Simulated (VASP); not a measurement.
Here is a VASP 6.6.1 calculation.

The input INCAR:

```
SYSTEM = Zr
PREC = Accurate
ENCUT = 520
EDIFF = 1E-7
ISMEAR = -1
SIGMA = 0.05
LREAL = .False.
LASPH = .True.
NELM = 100
ALGO = Fast
ISIF = 2
LWAVE = .False.
LCHARG = .False.
LMAXMIX = 4
GGA = PE
NBANDS = 19
```

The input KPOINTS:

```
Automatic mesh
0
Gamma
  9 9 5
  0 0 0
```

Contents of POSCAR:

```
Zr
1.0
    3.2319982200      0.0000000000      0.0000000000
   -1.6159991100      2.7989925700      0.0000000000
    0.0000000000      0.0000000000      5.1470000000
Zr
2
Direct
    0.3346542400      0.6741300100      0.2538998500
    0.6653457600      0.3258699900      0.7461001500
```

File KPOINTS_OPT:

```
path GMKGALHA,LM,KH
10
line-mode
reciprocal
 0.0000000000  0.0000000000  0.0000000000  G
 0.5000000000  0.0000000000  0.0000000000  M

 0.5000000000  0.0000000000  0.0000000000  M
 0.3333333333  0.3333333333  0.0000000000  K

 0.3333333333  0.3333333333  0.0000000000  K
 0.0000000000  0.0000000000  0.0000000000  G

 0.0000000000  0.0000000000  0.0000000000  G
 0.0000000000  0.0000000000  0.5000000000  A

 0.0000000000  0.0000000000  0.5000000000  A
 0.5000000000  0.0000000000  0.5000000000  L

 0.5000000000  0.0000000000  0.5000000000  L
 0.3333333333  0.3333333333  0.5000000000  H

 0.3333333333  0.3333333333  0.5000000000  H
 0.0000000000  0.0000000000  0.5000000000  A

 0.5000000000  0.0000000000  0.5000000000  L
 0.5000000000  0.0000000000  0.0000000000  M

 0.3333333333  0.3333333333  0.0000000000  K
 0.3333333333  0.3333333333  0.5000000000  H
```

Potentials or basis: VASP PAW PBE potentials, release 64 (Zr_sv).

Launch:

```sh
$ cat potpaw_PBE.64/Zr_sv/POTCAR > POTCAR
$ mpirun -np 1 vasp_std > vasp.out
```

Question: Predict the band gap along the path.

Answer: None (metal or under the smearing width).

Question: What does it give for the largest force?

Answer: 0.166 eV/Å.

Question: Predict the pressure.

Answer: 0.5 GPa.

Forces in eV/Å, atoms in the order of the input:
```
Zr   0.014 -0.037 -0.161
Zr  -0.014  0.037  0.161
```
